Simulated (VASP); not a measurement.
# MgO (Periclase) (Fm-3m) in VASP: further runs

Aim: see how the results for MgO (Periclase) move with the level of theory and the settings. Levels: PBEsol, LDA. Tasks: relaxation of cell and atoms.

All numbers are computed with VASP 6.6.1; they aren't measurements. Logs are shortened: lines on timing, memory, paths and dates and some standing lists are left out, and cuts for length are marked.

### Step 1. The crystal as given

The structure is cubic, space group Fm-3m (No. 225). Conventional cell: a = 4.217 Å, b = 4.217 Å, c = 4.217 Å, α = 90.00°, β = 90.00°, γ = 90.00°. Mg (site symmetry m-3m) is surrounded by 6 O at 2.11 Å. Around O (site symmetry m-3m) lie 6 Mg at 2.11 Å.

### Step 2. Relaxation of cell and atoms, PBEsol

INCAR reads:

```
SYSTEM = MgO
PREC = Accurate ; ENCUT = 600
EDIFF = 1E-6 ; ISMEAR = 0
SIGMA = 0.03 ; LREAL = .FALSE.
LASPH = .TRUE. ; NELM = 80
ALGO = Normal ; ISIF = 3
LWAVE = .FALSE. ; LCHARG = .FALSE.
GGA = PS ; IBRION = 2
NSW = 90 ; EDIFFG = -0.01
KPAR = 4
```

KPOINTS reads:

```
Automatic mesh
0
G
  12 12 12
  0 0 0
```

POSCAR reads:

```
MgO
1.0
    0.0000000000      2.1085000000      2.1085000000
    2.1085000000      0.0000000000      2.1085000000
    2.1085000000      2.1085000000      0.0000000000
Mg O
1 1
Direct
    0.0000000000      0.0000000000      0.0000000000
    0.5000000000      0.5000000000      0.5000000000
```

Potentials or basis: VASP PAW PBE potentials, release 64 (Mg, O).

On the command line:

```bash
> cat potpaw_PBE.64/Mg/POTCAR potpaw_PBE.64/O/POTCAR > POTCAR
> mpirun -np 4 vasp_std > vasp.out
```

OUTCAR:

```text
SYSTEM = MgO
   PREC = Accurate
   ENCUT = 600
   EDIFF = 1E-6
   ISMEAR = 0
   LREAL = .FALSE.
   LASPH = .TRUE.
   NELM = 80
   ISIF = 3
   GGA = PS
   IBRION = 2
   NSW = 90
   EDIFFG = -0.01

 ion  position               nearest neighbor table
   1  0.000  0.000  0.000-   2 2.11   2 2.11   2 2.11   2 2.11   2 2.11   2 2.11
   2  0.500  0.500  0.500-   1 2.11   1 2.11   1 2.11   1 2.11   1 2.11   1 2.11

  LATTYP: Found a face centered cubic cell.
 ALAT       =     4.2170000000

  Lattice vectors:

 A1 = (   0.0000000000,   2.1085000000,   2.1085000000)
 A2 = (   2.1085000000,   0.0000000000,   2.1085000000)
 A3 = (   2.1085000000,   2.1085000000,   0.0000000000)

Analysis of symmetry for initial positions (statically):
=====================================================================
 Subroutine PRICEL returns:
 Original cell was already a primitive cell.

 Routine SETGRP: Setting up the symmetry group for a
 face centered cubic supercell.

 Subroutine GETGRP returns: Found 48 space group operations
 (whereof 48 operations were pure point group operations)
 out of a pool of 48 trial point group operations.

The static configuration has the point symmetry O_h .

Analysis of symmetry for dynamics (positions and initial velocities):
=====================================================================
 Subroutine PRICEL returns:
 Original cell was already a primitive cell.

 Routine SETGRP: Setting up the symmetry group for a
 face centered cubic supercell.

 Subroutine GETGRP returns: Found 48 space group operations
 (whereof 48 operations were pure point group operations)
 out of a pool of 48 trial point group operations.

The dynamic configuration has the point symmetry O_h .

 Subroutine INISYM returns: Found 48 space group operations
 (whereof 48 operations are pure point group operations),
 and found     1 'primitive' translations

----------------------------------------------------------------------------------------

                                     Primitive cell

  volume of cell :      18.7478

  direct lattice vectors                    reciprocal lattice vectors
     0.000000000  2.108500000  2.108500000    -0.237135404  0.237135404  0.237135404
     2.108500000  0.000000000  2.108500000     0.237135404 -0.237135404  0.237135404
     2.108500000  2.108500000  0.000000000     0.237135404  0.237135404 -0.237135404

  length of vectors
     2.981869296  2.981869296  2.981869296     0.410730569  0.410730569  0.410730569

  position of ions in fractional coordinates (direct lattice)
     0.000000000  0.000000000  0.000000000
     0.500000000  0.500000000  0.500000000

  ion indices of the primitive-cell ions
   primitive index   ion index
                 1           1
                 2           2

----------------------------------------------------------------------------------------

 KPOINTS: Automatic mesh

Automatic generation of k-mesh.
 Grid dimensions read from file:
 generate k-points for:   12   12   12

 Generating k-lattice:

  Cartesian coordinates                     Fractional coordinates (reciprocal lattice)
    -0.019761284  0.019761284  0.019761284     0.083333333  0.000000000  0.000000000
     0.019761284 -0.019761284  0.019761284     0.000000000  0.083333333  0.000000000
     0.019761284  0.019761284 -0.019761284     0.000000000  0.000000000  0.083333333

  Length of vectors
     0.034227547  0.034227547  0.034227547

  Shift w.r.t. Gamma in fractional coordinates (k-lattice)
     0.000000000  0.000000000  0.000000000

 Subroutine IBZKPT returns following result:
 ===========================================

 Found     72 irreducible k-points:

 Following reciprocal coordinates:
            Coordinates               Weight
  0.000000  0.000000  0.000000      1.000000
  0.083333  0.000000  0.000000      8.000000
  0.166667  0.000000  0.000000      8.000000
  0.250000  0.000000  0.000000      8.000000
  0.333333  0.000000  0.000000      8.000000
  0.416667  0.000000  0.000000      8.000000
[... 16 lines left out ...]
  0.500000  0.166667  0.000000     24.000000
 -0.416667  0.166667  0.000000     24.000000
 [... further k-points ...]
   k-points           NKPTS =     72   k-points in BZ     NKDIM =     72   number of bands    NBANDS=      8
   number of dos      NEDOS =    301   number of ions     NIONS =      2
   total plane-waves  NPLWV =  13824
   dimension x,y,z NGX =    24 NGY =   24 NGZ =   24
   dimension x,y,z NGXF=    48 NGYF=   48 NGZF=   48
   ions per type =               1   1
   NGX,Y,Z   is equivalent  to a cutoff of  13.38, 13.38, 13.38 a.u.
   NGXF,Y,Z  is equivalent  to a cutoff of  26.76, 26.76, 26.76 a.u.
 SYSTEM =  MgO
   PREC   = accura    normal or accurate (medium, high low for compatibility)
   ISTART =      0    job   : 0-new  1-cont  2-samecut
   ICHARG =      2    charge: 1-file 2-atom 10-const
   ISPIN  =      1    spin polarized calculation?
   LNONCOLLINEAR =      F non collinear calculations
   LSORBIT =      F    spin-orbit coupling
   LASPH  =      T    aspherical Exc in radial PAW
   ENCUT  =  600.0 eV  44.10 Ry    6.64 a.u.   5.96  5.96  5.96*2*pi/ulx,y,z
   NELM   =     80;   NELMIN=  2; NELMDL= -5     # of ELM steps
   EDIFF  = 0.1E-05   stopping-criterion for ELM
   LREAL  =      F    real-space projection
   EDIFFG = -.1E-01   stopping-criterion for IOM
   NSW    =     90    number of steps for IOM
   IBRION =      2    ionic relax: 0-MD 1-quasi-New 2-CG
   NFREE  =      1    steps in history (QN), initial steepest desc. (CG)
   ISIF   =      3    stress and relaxation
   ISYM   =      2    0-nonsym 1-usesym 2-fastsym
   POTIM  = 0.5000    time-step for ionic-motion
   TEBEG  =    0.0;   TEEND  =   0.0 temperature during run
   PSTRESS=    0.0 pullay stress
   NELECT =       8.0000    total number of electrons
   NUPDOWN=      -1.0000    fix difference up-down
   EMIN   =  10.00;   EMAX   =-10.00  energy-range for DOS
   EFERMI =   0.00;   METHOD = LEGACY
   ISMEAR =     0;   SIGMA  =   0.03  broadening in eV -4-tet -1-fermi 0-gaus
   EFERMI_NEDOS =   21; number of points for ismear=-14 and -15
   IALGO  =     38    algorithm
   IMIX   =      4    mixing-type and parameters
     AMIX     =   0.40;   BMIX     =  1.00
     AMIX_MAG =   1.60;   BMIX_MAG =  1.00
  volume/ion in A,a.u.               =       9.37        63.26
  Fermi-wavevector in a.u.,A,eV,Ry     =   1.232503  2.329092 20.668107  1.519063
  Thomas-Fermi vector in A             =   2.367270
   LORBIT       =      0    0 simple, 1 ext, 2 COOP (PROOUT), +10 PAW based schemes
   GGA     = PS    functional components
   LHFCALC =     F    Hartree Fock is set to
   AEXX    =    0.0000 exact exchange contribution
   IVDW    =     0    specifies the selected vdW correction
   LEPSILON=     F    determine dielectric tensor
   LRPA    =     F    only Hartree local field effects (RPA)
 conjugate gradient relaxation of ions
 non-spin polarized calculation
 Gauss-broadening in eV      SIGMA  =   0.03
  energy-cutoff  :      600.00
  volume of cell :       18.75
 maximum number of plane-waves:       642
   NGX = 11   NGY = 11   NGZ = 11

--------------------------------------- Ionic step        1  -------------------------------------------

 number of electron       8.0000005 magnetization

 Free energy of the ion-electron system (eV)
  ---------------------------------------------------
  ext. energy  EPLUGINS =         0.00000000
  ---------------------------------------------------
  free energy    TOTEN  =       -12.51528610 eV

  energy without entropy =      -12.51528610  energy(sigma->0) =      -12.51528610

------------------------ aborting loop because EDIFF is reached ----------------------------------------

  FORCE on cell =-STRESS in cart. coord.  units (eV):
  Direction    XX          YY          ZZ          XY          YZ          ZX
  --------------------------------------------------------------------------------------
  -------------------------------------------------------------------------------------
  Total       -0.1221113     -0.1221113     -0.1221113     -0.0000000     -0.0000000     -0.0000000
  in kB      -10.4355559    -10.4355559    -10.4355559     -0.0000000     -0.0000000     -0.0000000
  external PRESSURE =     -10.4355559 kB  Pullay stress =       0.0000000 kB

 VOLUME and BASIS-vectors are now :
 -----------------------------------------------------------------------------
  energy-cutoff  :      600.00
  volume of cell :       18.75
      direct lattice vectors                 reciprocal lattice vectors
     0.000000000  2.108500000  2.108500000    -0.237135404  0.237135404  0.237135404
     2.108500000  0.000000000  2.108500000     0.237135404 -0.237135404  0.237135404
     2.108500000  2.108500000  0.000000000     0.237135404  0.237135404 -0.237135404
[... 37 lines left out ...]
 POSITION                                       TOTAL-FORCE (eV/Angst)
 -----------------------------------------------------------------------------------
      2.10229      2.10229     -0.00000         0.000000      0.000000      0.000000
      2.10229      2.10229      2.10229        -0.000000     -0.000000     -0.000000
 -----------------------------------------------------------------------------------
    total drift:                               -0.000000     -0.000000      0.000000

  FREE ENERGIE OF THE ION-ELECTRON SYSTEM (eV)
  ---------------------------------------------------
  free  energy   TOTEN  =       -12.5156333887 eV

  energy  without entropy=      -12.5156333887  energy(sigma->0) =      -12.51563339

--------------------------------------- Ionic step        3  -------------------------------------------

 number of electron       8.0000005 magnetization

 Free energy of the ion-electron system (eV)
  ---------------------------------------------------
  ext. energy  EPLUGINS =         0.00000000
  ---------------------------------------------------
  free energy    TOTEN  =       -12.51568318 eV

  energy without entropy =      -12.51568318  energy(sigma->0) =      -12.51568318

 E-fermi :   3.2760     XC(G=0): -11.3245

 val. band max:        3.0879285000   @ k =   0.0000   0.0000   0.0000
 cond. band min:       7.7527089116   @ k =   0.0000   0.0000   0.0000
 fundamental gap:      4.6647804115
 Fermi energy:         3.2760032712

 k-point     1 :       0.0000    0.0000    0.0000
  band No.  band energies     occupation
      1     -14.1327      2.00000
      2       3.0879      2.00000
      3       3.0879      2.00000
      4       3.0879      2.00000
      5       7.7527      0.00000
      6      18.7389      0.00000
      7      18.7389      0.00000
      8      18.7389      0.00000

 k-point     2 :       0.0833    0.0000    0.0000
  band No.  band energies     occupation
      1     -14.0571      2.00000
      2       2.6078      2.00000
      3       3.0393      2.00000
      4       3.0393      2.00000
      5       8.2128      0.00000
      6      17.7685      0.00000
      7      18.9111      0.00000
      8      18.9111      0.00000
[... 221 lines left out ...]
 k-point    23 :       0.5000    0.1667    0.0000
  band No.  band energies     occupation
      1     -12.7528      2.00000
      2      -1.1507      2.00000
      3       1.6174      2.00000
      4       2.2315      2.00000
      5      11.9605      0.00000
      6      15.2008      0.00000
      7      17.2455      0.00000
      8      19.9783      0.00000

 k-point    24 :      -0.4167    0.1667    0.0000
  band No.  band energies     occupation
      1     -12.7227      2.00000
      2      -1.1973      2.00000
      3       1.4766      2.00000
      4       2.2910      2.00000
      5      12.0183      0.00000
      6      15.3619      0.00000
      7      17.1948      0.00000
      8      19.9381      0.00000

 [... further k-points ...]

------------------------ aborting loop because EDIFF is reached ----------------------------------------

  FORCE on cell =-STRESS in cart. coord.  units (eV):
  Direction    XX          YY          ZZ          XY          YZ          ZX
  --------------------------------------------------------------------------------------
  -------------------------------------------------------------------------------------
  Total        0.0001409      0.0001409      0.0001409     -0.0000000     -0.0000000      0.0000000
  in kB        0.0121195      0.0121195      0.0121195     -0.0000000     -0.0000000      0.0000000
  external PRESSURE =       0.0121195 kB  Pullay stress =       0.0000000 kB

 VOLUME and BASIS-vectors are now :
 -----------------------------------------------------------------------------
  energy-cutoff  :      600.00
  volume of cell :       18.63
      direct lattice vectors                 reciprocal lattice vectors
    -0.000000000  2.103923259  2.103923259    -0.237651254  0.237651254  0.237651254
     2.103923259 -0.000000000  2.103923259     0.237651254 -0.237651254  0.237651254
     2.103923259  2.103923259 -0.000000000     0.237651254  0.237651254 -0.237651254

 POSITION                                       TOTAL-FORCE (eV/Angst)
 -----------------------------------------------------------------------------------
      0.00000      0.00000      0.00000        -0.000000      0.000000      0.000000
      2.10392      2.10392      2.10392         0.000000     -0.000000     -0.000000
 -----------------------------------------------------------------------------------
    total drift:                               -0.000000     -0.000000      0.000000

  FREE ENERGIE OF THE ION-ELECTRON SYSTEM (eV)
  ---------------------------------------------------
  free  energy   TOTEN  =       -12.5156831780 eV

  energy  without entropy=      -12.5156831780  energy(sigma->0) =      -12.51568318

 reached required accuracy - stopping structural energy minimisation
```

It took 4.2 s on 4 MPI ranks of Intel Xeon 6975P-C (Granite Rapids), shared host; peak memory 0.14 GiB.

Results:

```
Free energy                            : -12.5157 eV
Relaxed volume                         : 9.31 Å³/atom
Relaxed cell                           : a = 2.975 Å, b = 2.975 Å, c = 2.975 Å, α = 60.00°, β = 60.00°, γ = 60.00°
Space group after relaxing (to 0.05 Å) : Fm-3m (No. 225)
Energy gained by relaxing              : 0.2 meV/atom
Ionic steps                            : 3
Pressure after relaxing                : 0.0 GPa
Band gap on the k mesh                 : 4.66 eV, direct
```

Step by step:
| step | energy change (eV) | largest force (eV/Å) | pressure (GPa) | volume (Å³) |
| --- | --- | --- | --- | --- |
| 1 | 0.0000 | 0.0000 | -1.04 | 18.75 |
| 2 | -0.0003 | 0.0000 | 0.38 | 18.58 |
| 3 | -0.0004 | 0.0000 | 0.00 | 18.63 |

Final structure:
```xyz
2
Lattice="0.0000 2.1039 2.1039 2.1039 0.0000 2.1039 2.1039 2.1039 0.0000" Properties=species:S:1:pos:R:3 pbc="T T T"
Mg    0.0000    0.0000    0.0000
O     2.1039    2.1039    2.1039
```

Levels at points of the mesh, in eV from the valence-band top:
| k point | band 1 | band 2 | band 3 | band 4 | band 5 | band 6 | band 7 | band 8 |
| --- | --- | --- | --- | --- | --- | --- | --- | --- |
| (0.00, 0.00, 0.00) | -17.22 | 0.00 | 0.00 | 0.00 | 4.66 | 15.65 | 15.65 | 15.65 |
| (0.50, 0.00, 0.00) | -15.90 | -4.69 | -0.67 | -0.67 | 7.77 | 12.54 | 16.21 | 16.21 |
| (0.50, 0.50, 0.00) | -15.63 | -4.16 | -1.37 | -1.37 | 8.93 | 9.91 | 13.00 | 18.89 |

Caveat: the PAW data sets were made with another functional, which shifts forces and pressure a little. A k mesh can miss the band edges.

### Step 3. Relaxation of cell and atoms, PBEsol

This run uses another cell than the first one, of 9.31 Å³/atom, 0.994 times its volume.

INCAR reads:

```
SYSTEM = MgO
PREC = Accurate ; ENCUT = 600
EDIFF = 1E-7 ; ISMEAR = 0
SIGMA = 0.03 ; LREAL = .FALSE.
LASPH = .TRUE. ; NELM = 80
ALGO = Normal ; ISIF = 3
LWAVE = .FALSE. ; LCHARG = .FALSE.
GGA = PS ; IBRION = 2
NSW = 90 ; EDIFFG = -0.005
KPAR = 4
```

KPOINTS is that of step 2.

POSCAR reads:

```
MgO                                     
1.0
   -0.0000000000      2.1039232589      2.1039232589
    2.1039232589     -0.0000000000      2.1039232589
    2.1039232589      2.1039232589     -0.0000000000
  Mg              O             
     1     1
Direct
     0.0000000000000000    0.0000000000000000    0.0000000000000000
     0.5000000000000000    0.5000000000000000    0.5000000000000000
```

Potentials or basis: VASP PAW PBE potentials, release 64 (Mg, O).

On the command line:

```bash
> cat potpaw_PBE.64/Mg/POTCAR potpaw_PBE.64/O/POTCAR > POTCAR
> mpirun -np 4 vasp_std > vasp.out
```

Run time: 2.5 s. Hardware: 4 MPI ranks of Intel Xeon 6975P-C (Granite Rapids), shared host; peak memory 0.14 GiB.

Results (log left out):

```yaml
Free_energy: -12.5154 eV
Pressure_after_relaxing: 0.0 GPa
Band_gap_on_the_k_mesh: 4.66 eV, direct
```

Final structure:
```
Mg O
1.0
     0.00000    2.10392    2.10392
     2.10392    0.00000    2.10392
     2.10392    2.10392    0.00000
Mg O
1 1
Direct
  0.00000 0.00000 0.00000
  0.50000 0.50000 0.50000
```

Levels at points of the mesh, in eV from the valence-band top:
```csv
k point,band 2,band 3,band 4,band 5,band 6,band 7
"(0.00, 0.00, 0.00)",0.00,0.00,0.00,4.66,15.65,15.65
"(0.50, 0.00, 0.00)",-4.69,-0.67,-0.67,7.77,12.54,16.21
"(0.50, 0.50, 0.00)",-4.16,-1.37,-1.37,8.93,9.91,13.00
```

Caveat: the relaxation stopped at its first step, so nothing moved; the PAW data sets were made with another functional, which shifts forces and pressure a little. A k mesh can miss the band edges.

### Step 4. Relaxation of cell and atoms, LDA

INCAR reads:

```
SYSTEM = MgO
ALGO     = Normal         ! electronic algorithm
EDIFF    = 1E-6           ! SCF threshold, eV
EDIFFG   = -0.01          ! ionic threshold
ENCUT    = 600            ! plane-wave cutoff, eV
GGA      = CA             ! functional
IBRION   = 2              ! ionic algorithm
ISIF     = 3              ! what is computed and relaxed
ISMEAR   = 0              ! smearing method
LASPH    = .True.         ! aspherical terms in the spheres
LCHARG   = .False.        ! write CHGCAR
LREAL    = .False.        ! projectors in reciprocal space
LWAVE    = .False.        ! write WAVECAR
NELM     = 80             ! most SCF steps
NSW      = 90             ! ionic steps
PREC     = Accurate       ! precision mode
SIGMA    = 0.03           ! smearing width, eV
```

KPOINTS reads:

```
k-points
0
Gamma
  12 12 12
  0 0 0
```

POSCAR reads:

```
MgO
1.0
    0.0000000000      2.1085000000      2.1085000000
    2.1085000000      0.0000000000      2.1085000000
    2.1085000000      2.1085000000      0.0000000000
Mg O
1 1
Direct
    0.0000000000      0.0000000000      0.0000000000
    0.5000000000      0.5000000000      0.5000000000
```

Potentials or basis: VASP PAW LDA potentials, release 64 (Mg, O).

On the command line:

```bash
> cat potpaw_LDA.64/Mg/POTCAR potpaw_LDA.64/O/POTCAR > POTCAR
> mpirun -np 1 vasp_std > vasp.out
```

It took 7.2 s on 1 thread of Intel Xeon 6975P-C (Granite Rapids), shared host; peak memory 0.14 GiB.

Results (log left out):

| Item | Value |
| --- | --- |
| Free energy | -13.4515 eV |
| Relaxed volume | 8.89 Å³/atom |
| Relaxed cell | a = 2.930 Å, b = 2.930 Å, c = 2.930 Å, α = 60.00°, β = 60.00°, γ = 60.00° |
| Space group after relaxing (to 0.05 Å) | Fm-3m (No. 225) |
| Energy gained by relaxing | 13.4 meV/atom |
| Ionic steps | 3 |
| Pressure after relaxing | 0.0 GPa |
| Band gap on the k mesh | 5.16 eV, direct |

Step by step:
```csv
step,energy change (eV),largest force (eV/Å),pressure (GPa),volume (Å³)
1,0.0000,0.0000,-8.46,18.75
2,-0.0228,0.0000,3.67,17.44
3,-0.0267,0.0000,0.02,17.78
```

Final structure:
```
CELL_PARAMETERS angstrom
0.00000 2.07164 2.07164
2.07164 0.00000 2.07164
2.07164 2.07164 0.00000
ATOMIC_POSITIONS crystal
Mg 0.00000 0.00000 0.00000
O 0.50000 0.50000 0.50000
```

Levels at points of the mesh, in eV from the valence-band top:
```csv
k point,band 1,band 2,band 3,band 4,band 5,band 6,band 7,band 8
"(0.00, 0.00, 0.00)",-17.27,0.00,0.00,0.00,5.16,15.80,15.80,15.80
"(0.50, 0.00, 0.00)",-15.78,-4.92,-0.72,-0.72,8.05,12.96,16.51,16.51
"(0.50, 0.50, 0.00)",-15.49,-4.36,-1.44,-1.44,8.94,10.25,13.42,19.39
```
